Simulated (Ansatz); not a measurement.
Input of an Ansatz 0.2.0 run:

Contents of input.yaml:

```yaml
crystal:
  lattice:
    - [0.0, 1.9465, 1.9465]
    - [1.9465, 0.0, 1.9465]
    - [1.9465, 1.9465, 0.0]
  atoms:
    - { symbol: Pd, position: [0.0, 0.0, 0.0] }
hamiltonian:
  xc: blyp
  pseudopotentials: { kind: paw }
  dispersion: d4
kpoints:
  mp_grid: { grid: [12, 12, 12] }
scf:
  occupations: { method: fermi_dirac, width: 0.05 }
output:
  forces: true
  stress: true
relax:
  f_tol: 0.01
  max_steps: 40
  cell: { stress_tol: 0.05 }
```

Potentials or basis: Ansatz PAW.

Run with:

```console
$ ansatz run input.yaml --threads 2 --pin off --max-ram 5120MiB --backend cpu --events-out ev --progress --plain --runs-dir out
```

Task: Predict the relaxed volume.

Result: 15.38 Å³/atom.

Task: Predict the relaxed cell.

Result: a = 2.792 Å, b = 2.792 Å, c = 2.792 Å, α = 60.00°, β = 60.00°, γ = 60.00°.

Task: Predict the space group after relaxing (to 0.05 Å).

Result: Fm-3m (No. 225).

The path:
| step | energy change (eV) | largest force (eV/Å) | volume (Å³) |
| --- | --- | --- | --- |
| 1 | 0.0000 | 0.0000 | 14.75 |
| 2 | -0.0087 | 0.0000 | 15.81 |
| 3 | -0.0145 | 0.0000 | 15.42 |
| 4 | -0.0146 | 0.0000 | 15.38 |
| 5 | -0.0148 | 0.0000 | 15.38 |

Caveat: the plane-wave basis is chosen anew once the cell has moved, so the energies of steps on either side of that aren't comparable; the PAW data sets come from PBE, with cores solved anew for the run's functional, which leaves a small shift of forces and pressure. Zero-point motion and thermal expansion aren't in these numbers.
